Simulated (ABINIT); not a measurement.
A run of ABINIT 10.8.3 (patched build):

The input run.abi:

```
# Pseudopotentials
pp_dirpath "./"
pseudos "Ag.GGA_PBE-JTH.xml"

# Structure
structure "poscar:POSCAR"
natom 1

# Plane-wave basis
ecut 462.593566 eV
pawecutdg 34.0

# k points
kptopt 1
ngkpt 11 11 11
nshiftk 1
shiftk 0.0 0.0 0.0

# Exchange and correlation
ixc 11

# Bands and occupations
nband 10
occopt 3
tsmear 0.00183747

# SCF cycle
nstep 100
tolvrs 1.0e-9

# Output
iomode 3
prtwf 0
prtden 0
prteig 0
prtebands 0
enunit 2
```

The input POSCAR:

```
Ag
1.0
    0.0000000000      2.0427500000      2.0427500000
    2.0427500000      0.0000000000      2.0427500000
    2.0427500000      2.0427500000      0.0000000000
Ag
1
Direct
    0.0000000000      0.0000000000      0.0000000000  Ag
```

Potentials or basis: JTH PAW PBE v2.0.

Command:

```bash
$ abinit run.abi > log 2>&1
```

Hardware: 1 thread of AMD EPYC 9R45 96-Core Processor (Zen 5), with other jobs on the host.

**Question.** How long does it take, and how much memory?

**Answer.** Wall time 4.9 s on 1 thread of AMD EPYC 9R45 96-Core Processor (Zen 5) (shared host), peak memory 0.1 GiB. Counts: scf iterations 9, k points 56, bands 10, plane waves 391.
